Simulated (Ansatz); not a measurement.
# Al3Ni2: the cost of one run

Computed with Ansatz 0.2.0 (DFT r2SCAN, scalar-relativistic, plane waves, PAW, unless a step's input says otherwise).

1 further run of the same task is left out (set aside as unsound or not needed).

## Step 1: The system as given

It takes space group P-3m1 (No. 164, trigonal). Conventional cell: a = 4.007 Å, b = 4.007 Å, c = 4.862 Å, α = 90.00°, β = 90.00°, γ = 120.00°. Al (site symmetry -3m) has 6 Ni at 2.42 Å as nearest neighbours. Al (site symmetry 3m) has 5 Ni at 2.42 to 2.52 Å and 3 Al at 2.73 Å as nearest neighbours. Around Ni (site symmetry 3m) lie 8 Al at 2.42 to 2.52 Å and 3 Ni at 2.72 Å.

As a file:

```cif
data_structure
_symmetry_space_group_name_H-M 'P-3m1'
_symmetry_Int_Tables_number 164
_cell_length_a 4.0067
_cell_length_b 4.0067
_cell_length_c 4.8615
_cell_angle_alpha 90.000
_cell_angle_beta 90.000
_cell_angle_gamma 120.000
_cell_volume 67.59
loop_
_atom_site_label
_atom_site_type_symbol
_atom_site_symmetry_multiplicity
_atom_site_Wyckoff_symbol
_atom_site_fract_x
_atom_site_fract_y
_atom_site_fract_z
_atom_site_occupancy
Al1 Al 1 a 0.00000 0.00000 0.00000 1
Al2 Al 2 d 0.33333 0.66667 0.64844 1
Ni1 Ni 2 d 0.33333 0.66667 0.14621 1
```

It goes back to an entry of the Materials Project, which need not be the stable form.

This cell was relaxed beforehand with the same method: volume 13.52 Å³/atom, gap on the mesh none (metal).

## Step 2: The cell scaled to 0.97 of its volume

input.yaml

```yaml
crystal:
  lattice:
    - [3.966246662, 0.0, 0.0]
    - [-1.983123331, 3.434870367, 0.0]
    - [0.0, 0.0, 4.8124173349]
  atoms:
    - { symbol: Al, position: [0.0, 0.0, 0.0] }
    - { symbol: Al, position: [0.3333333333, 0.6666666667, 0.6484376367] }
    - { symbol: Al, position: [0.6666666667, 0.3333333333, 0.3515623633] }
    - { symbol: Ni, position: [0.3333333333, 0.6666666667, 0.1462123368] }
    - { symbol: Ni, position: [0.6666666667, 0.3333333333, 0.8537876632] }
basis:
  ecutwfc: 500
kpoints:
  mp_grid: { grid: [12, 12, 8] }
hamiltonian:
  xc: r2scan
scf:
  occupations: { method: gaussian, width: 0.1 }
output:
  forces: true
  stress: true
  eigenvalues: true
relax:
  adjacent_minimum: "off"
  f_tol: 0.01
  max_steps: 30
  cell: { stress_tol: 0.1, fix: [volume] }
```

Run with:

```
ansatz run input.yaml --threads 1 --pin off --max-ram 2560MiB --backend cpu --events-out ev --progress --plain --runs-dir out
```

What time and memory should one allow on 1 thread of Intel Xeon at 2.50GHz (Skylake/Cascade Lake), shared host?

About 3.7 min, with a peak of 0.69 GiB.
